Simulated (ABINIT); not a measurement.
# TePb (Fm-3m) in ABINIT: single point with LDA

Aim: the single point of TePb with LDA.

All numbers are computed with ABINIT 10.8.3 (patched build); they aren't measurements. Logs are shortened: lines on timing, memory, paths and dates and some standing lists are left out, and cuts for length are marked. The log counts tension as positive stress, the text compression.

## 1. The undisturbed crystal

Symmetry: Fm-3m, No. 225, cubic system. Conventional cell: a = 6.462 Å, b = 6.462 Å, c = 6.462 Å, α = 90.00°, β = 90.00°, γ = 90.00°. Around Pb (site symmetry m-3m) lie 6 Te at 3.23 Å. Te (site symmetry m-3m) is surrounded by 6 Pb at 3.23 Å.

## 2. Single point, LDA (cell relaxed)

The input, run.abi:

```
# Pseudopotentials
pp_dirpath "./"
pseudos "Pb.upf, Te.upf"

# Structure
acell 8.5261372423 8.5261372423 8.5261372423
rprim
     0.0000000000     0.7071067812     0.7071067812
     0.7071067812     0.0000000000     0.7071067812
     0.7071067812     0.7071067812     0.0000000000
ntypat 2
znucl 82 52
natom 2
typat 1 2
xred
     0.0000000000     0.0000000000     0.0000000000
     0.5000000000     0.5000000000     0.5000000000
chkprim 0
chksymtnons 0
tolsym 1.0e-6

# Plane-wave basis
ecut 40.0

# k points
kptopt 1
ngkpt 5 5 5
nshiftk 1
shiftk 0.0 0.0 0.0

# Exchange and correlation
ixc 7

# Bands and occupations
nband 19
occopt 3
tsmear 0.00183747

# SCF cycle
nstep 100
tolvrs 1.0e-10

# Output
iomode 3
prtwf 0
prtden 0
prteig 0
prtebands 0
enunit 2
```

Potentials or basis: PseudoDojo NC SR LDA v0.4.1 standard.

Started as:

```sh
$ mpirun --bind-to none -np 4 abinit run.abi > log 2>&1
```

run.abo:

```text
.Version 10.8.3 of ABINIT
 Symmetries : space group Fm -3 m (#225); Bravais cF (face-center cubic)
================================================================================
 Values of the parameters that define the memory need of the present run
     intxc =       0    ionmov =       0      iscf =       7    lmnmax =       6
     lnmax =       6     mgfft =      50  mpssoang =       3    mqgrid =    3001
     natom =       2  nloc_mem =       1    nspden =       1   nspinor =       1
    nsppol =       1      nsym =      48    n1xccc =    2501    ntypat =       2
    occopt =       3   xclevel =       1
       mpw =        5308          nfft =      125000          nkpt =          10
================================================================================
================================================================================

--------------------------------------------------------------------------------
------------- Echo of variables that govern the present computation ------------
--------------------------------------------------------------------------------
 -outvars: echo values of preprocessed input variables --------
            acell      8.5261372423E+00  8.5261372423E+00  8.5261372423E+00 Bohr
              amu      2.07200000E+02  1.27600000E+02
          chkprim           0
      chksymtnons           0
             ecut      4.00000000E+01 Hartree
           enunit           2
              ixc           7
         kptrlatt        5    0    0      0    5    0      0    0    5
          kptrlen      4.26306862E+01
            natom           2
            nband          19
            ngfft          50      50      50
             nkpt          10
            nstep         100
             nsym          48
           ntypat           2
           occopt           3
           prtden           0
        prtebands           0
           prteig           0
            prtwf           0
            rprim      0.0000000000E+00  7.0710678120E-01  7.0710678120E-01
                       7.0710678120E-01  0.0000000000E+00  7.0710678120E-01
                       7.0710678120E-01  7.0710678120E-01  0.0000000000E+00
          spgroup         225
           tolsym      1.00000000E-06
           tolvrs      1.00000000E-10
           tsmear      1.83747000E-03 Hartree
            typat      1  2
           xangst      0.0000000000E+00  0.0000000000E+00  0.0000000000E+00
                       3.1903509079E+00  3.1903509079E+00  3.1903509079E+00
            xcart      0.0000000000E+00  0.0000000000E+00  0.0000000000E+00
                       6.0288894615E+00  6.0288894615E+00  6.0288894615E+00
             xred      0.0000000000E+00  0.0000000000E+00  0.0000000000E+00
                       5.0000000000E-01  5.0000000000E-01  5.0000000000E-01
            znucl       82.00000   52.00000

================================================================================

 chkinp: Checking input parameters for consistency.

================================================================================
== DATASET  1 ==================================================================

--- !DatasetInfo
iteration_state: {dtset: 1, }
dimensions: {natom: 2, nkpt: 10, mband: 19, nsppol: 1, nspinor: 1, nspden: 1, mpw: 5308, }
cutoff_energies: {ecut:  40.0, pawecutdg:  -1.0, }
electrons: {nelect:   3.00000000E+01, charge:   0.00000000E+00, occopt:   3.00000000E+00, tsmear:   1.83747000E-03, }
meta: {optdriver: 0, ionmov: 0, optcell: 0, iscf: 7, paral_kgb: 0, }
...

 Exchange-correlation functional for the present dataset will be:
  LDA: Perdew-Wang 92 LSD fit to Ceperley-Alder data - ixc=7
  J.P.Perdew and Y.Wang, PRB 45, 13244 (1992)

 Real(R)+Recip(G) space primitive vectors, cartesian coordinates (Bohr,Bohr^-1):
 R(1)=  0.0000000  6.0288895  6.0288895  G(1)= -0.0829340  0.0829340  0.0829340
 R(2)=  6.0288895  0.0000000  6.0288895  G(2)=  0.0829340 -0.0829340  0.0829340
 R(3)=  6.0288895  6.0288895  0.0000000  G(3)=  0.0829340  0.0829340 -0.0829340
 Unit cell volume ucvol=  4.3827022E+02 bohr^3
 Angles (23,13,12)=  6.00000000E+01  6.00000000E+01  6.00000000E+01 degrees

 getcut: wavevector=  0.0000  0.0000  0.0000  ngfft=  50  50  50
         ecut(hartree)=     40.000   => boxcut(ratio)=   2.06061

--- Pseudopotential description ------------------------------------------------
- pspini: atom type   1  psp file is ./Pb.upf
12 -1012 2 -1 1638                            pspcod,pspxc,lmax,lloc,mmax
     nproj     2     2     2

- pspini: atom type   2  psp file is ./Te.upf
12 -1012 2 -1 1278                            pspcod,pspxc,lmax,lloc,mmax
     nproj     2     2     2

   2.40889682E+03                                ecore*ucvol(ha*bohr**3)
--------------------------------------------------------------------------------

================================================================================

--- !BeginCycle
iteration_state: {dtset: 1, }
solver: {iscf: 7, nstep: 100, nline: 4, wfoptalg: 0, }
tolerances: {tolvrs: 1.00E-10, }
...

     iter   Etot(hartree)      deltaE(h)  residm     vres2
 ETOT  1  -174.72774423713    -1.747E+02 3.241E-01 7.982E+01
 ETOT  2  -174.91791902431    -1.902E-01 3.576E-03 1.725E+01
 ETOT  3  -174.92001544677    -2.096E-03 3.816E-04 6.651E-01
 ETOT  4  -174.92008956021    -7.411E-05 7.914E-05 4.490E-03
 ETOT  5  -174.92008982876    -2.685E-07 2.026E-05 1.317E-04
 ETOT  6  -174.92008983947    -1.072E-08 1.050E-05 3.613E-05
 ETOT  7  -174.92008984405    -4.576E-09 3.182E-06 1.540E-07
 ETOT  8  -174.92008984406    -1.089E-11 1.740E-06 2.758E-08
 ETOT  9  -174.92008984408    -1.444E-11 5.029E-07 3.046E-09
 ETOT 10  -174.92008984407     9.209E-12 2.933E-07 3.179E-13

 At SCF step   10       vres2   =  3.18E-13 < tolvrs=  1.00E-10 =>converged.

 Cartesian components of stress tensor (hartree/bohr^3)
  sigma(1 1)=  6.72605128E-07  sigma(3 2)=  0.00000000E+00
  sigma(2 2)=  6.72605128E-07  sigma(3 1)=  0.00000000E+00
  sigma(3 3)=  6.72605128E-07  sigma(2 1)=  0.00000000E+00

--- !ResultsGS
iteration_state: {dtset: 1, }
comment   : Summary of ground state results
lattice_vectors:
- [  0.0000000,   6.0288895,   6.0288895, ]
- [  6.0288895,   0.0000000,   6.0288895, ]
- [  6.0288895,   6.0288895,   0.0000000, ]
lattice_lengths: [   8.52614,    8.52614,    8.52614, ]
lattice_angles: [ 60.000,  60.000,  60.000, ] # degrees, (23, 13, 12)
lattice_volume:   4.3827022E+02
convergence: {deltae:  9.209E-12, res2:  3.179E-13, residm:  2.933E-07, diffor: null, }
etotal    :  -1.74920090E+02
entropy   :   0.00000000E+00
fermie    :   1.73320780E-01
cartesian_stress_tensor: # hartree/bohr^3
- [  6.72605128E-07,   0.00000000E+00,   0.00000000E+00, ]
- [  0.00000000E+00,   6.72605128E-07,   0.00000000E+00, ]
- [  0.00000000E+00,   0.00000000E+00,   6.72605128E-07, ]
pressure_GPa:  -1.9789E-02
xred      :
- [  0.0000E+00,   0.0000E+00,   0.0000E+00, Pb]
- [  5.0000E-01,   5.0000E-01,   5.0000E-01, Te]
cartesian_forces: # hartree/bohr
- [ -0.00000000E+00,  -0.00000000E+00,  -0.00000000E+00, ]
- [ -0.00000000E+00,  -0.00000000E+00,  -0.00000000E+00, ]
force_length_stats: {min:   0.00000000E+00, max:   0.00000000E+00, mean:   0.00000000E+00, }
...

 Integrated electronic density in atomic spheres:
 ------------------------------------------------
 Atom  Sphere_radius  Integrated_density
    1        2.00000         10.06944108
    2        2.00000         11.98264159
================================================================================

 ----iterations are completed or convergence reached----

 Mean square residual over all n,k,spin=   16.432E-10; max=  29.328E-08
 reduced coordinates (array xred) for    2 atoms
       0.000000000000      0.000000000000      0.000000000000
       0.500000000000      0.500000000000      0.500000000000
 rms dE/dt=  0.0000E+00; max dE/dt=  0.0000E+00; dE/dt below (all hartree)
    1       0.000000000000      0.000000000000      0.000000000000
    2       0.000000000000      0.000000000000      0.000000000000

 cartesian coordinates (angstrom) at end:
    1      0.00000000000000     0.00000000000000     0.00000000000000
    2      3.19035090789998     3.19035090789998     3.19035090789998

 cartesian forces (hartree/bohr) at end:
    1     -0.00000000000000    -0.00000000000000    -0.00000000000000
    2     -0.00000000000000    -0.00000000000000    -0.00000000000000
 frms,max,avg= 0.0000000E+00 0.0000000E+00   0.000E+00  0.000E+00  0.000E+00 h/b

 cartesian forces (eV/Angstrom) at end:
    1     -0.00000000000000    -0.00000000000000    -0.00000000000000
    2     -0.00000000000000    -0.00000000000000    -0.00000000000000
 frms,max,avg= 0.0000000E+00 0.0000000E+00   0.000E+00  0.000E+00  0.000E+00 e/A
 length scales=  8.526137242300  8.526137242300  8.526137242300 bohr
              =  4.511837522596  4.511837522596  4.511837522596 angstroms
 Fermi (or HOMO) energy (hartree) =   0.17332   Average Vxc (hartree)=  -0.37722
 Eigenvalues (hartree) for nkpt=  10  k points:
 kpt#   1, nband= 19, wtk=  0.00800, kpt=  0.0000  0.0000  0.0000 (reduced coord)
  -1.17193   -1.17193   -1.17167   -1.17167   -1.17167   -0.45376   -0.45376   -0.45319
  -0.45319   -0.45319   -0.29636   -0.04859    0.10532    0.10532    0.10532    0.30869
   0.30869    0.30869    0.37149
      occupation numbers for kpt#   1
   2.00000    2.00000    2.00000    2.00000    2.00000    2.00000    2.00000    2.00000
   2.00000    2.00000    2.00000    2.00000    2.00000    2.00000    2.00000    0.00000
   0.00000    0.00000    0.00000
 prteigrs : prtvol=0 or 1, do not print more k-points.

 Fermi (or HOMO) energy (eV) =   4.71630   Average Vxc (eV)= -10.26462
 Eigenvalues (   eV  ) for nkpt=  10  k points:
 kpt#   1, nband= 19, wtk=  0.00800, kpt=  0.0000  0.0000  0.0000 (reduced coord)
 -31.88974  -31.88974  -31.88266  -31.88266  -31.88266  -12.34743  -12.34743  -12.33200
 -12.33200  -12.33200   -8.06437   -1.32216    2.86587    2.86587    2.86587    8.39987
   8.39987    8.39987   10.10881
 prteigrs : prtvol=0 or 1, do not print more k-points.

--- !EnergyTerms
iteration_state     : {dtset: 1, }
comment             : Components of total free energy in Hartree
kinetic             :  9.12209894943443E+01
hartree             :  4.00993346288098E+01
xc                  : -4.40174210654477E+01
Ewald energy        : -1.06178675454013E+02
psp_core            :  5.49637352489486E+00
local_psp           : -1.18455456488025E+02
non_local_psp       : -4.30852343551233E+01
internal            : -1.74920089714560E+02
'-kT*entropy'       : -1.29506909780376E-07
total_energy        : -1.74920089844067E+02
total_energy_eV     : -4.75981812692860E+03
band_energy         : -1.65222866422877E+01
...

 Cartesian components of stress tensor (hartree/bohr^3)
  sigma(1 1)=  6.72605128E-07  sigma(3 2)=  0.00000000E+00
  sigma(2 2)=  6.72605128E-07  sigma(3 1)=  0.00000000E+00
  sigma(3 3)=  6.72605128E-07  sigma(2 1)=  0.00000000E+00

-Cartesian components of stress tensor (GPa)         [Pressure= -1.9789E-02 GPa]
- sigma(1 1)=  1.97887261E-02  sigma(3 2)=  0.00000000E+00
- sigma(2 2)=  1.97887261E-02  sigma(3 1)=  0.00000000E+00
- sigma(3 3)=  1.97887261E-02  sigma(2 1)=  0.00000000E+00

== END DATASET(S) ==============================================================
================================================================================

 -outvars: echo values of variables after computation  --------
            acell      8.5261372423E+00  8.5261372423E+00  8.5261372423E+00 Bohr
           etotal     -1.7492008984E+02
            fcart     -0.0000000000E+00 -0.0000000000E+00 -0.0000000000E+00
                      -0.0000000000E+00 -0.0000000000E+00 -0.0000000000E+00
            rprim      0.0000000000E+00  7.0710678120E-01  7.0710678120E-01
                       7.0710678120E-01  0.0000000000E+00  7.0710678120E-01
                       7.0710678120E-01  7.0710678120E-01  0.0000000000E+00
           strten      6.7260512839E-07  6.7260512839E-07  6.7260512840E-07
                       0.0000000000E+00  0.0000000000E+00  0.0000000000E+00
           xangst      0.0000000000E+00  0.0000000000E+00  0.0000000000E+00
                       3.1903509079E+00  3.1903509079E+00  3.1903509079E+00
             xred      0.0000000000E+00  0.0000000000E+00  0.0000000000E+00
                       5.0000000000E-01  5.0000000000E-01  5.0000000000E-01
 Calculation completed.
```

Wall time 11 s (4 MPI ranks of Arm Neoverse V2, shared host); peak memory 0.32 GiB.

What came out:

```yaml
Free_energy: -4759.8181 eV
Pressure: 0.0 GPa
Valence_electrons_inside_the_program's_atomic_spheres: Pb 10.07; Te 11.98
```

Caveat: this odd mesh misses L, where the gap lies, so gap, dielectric constants and Born charges aren't listed.
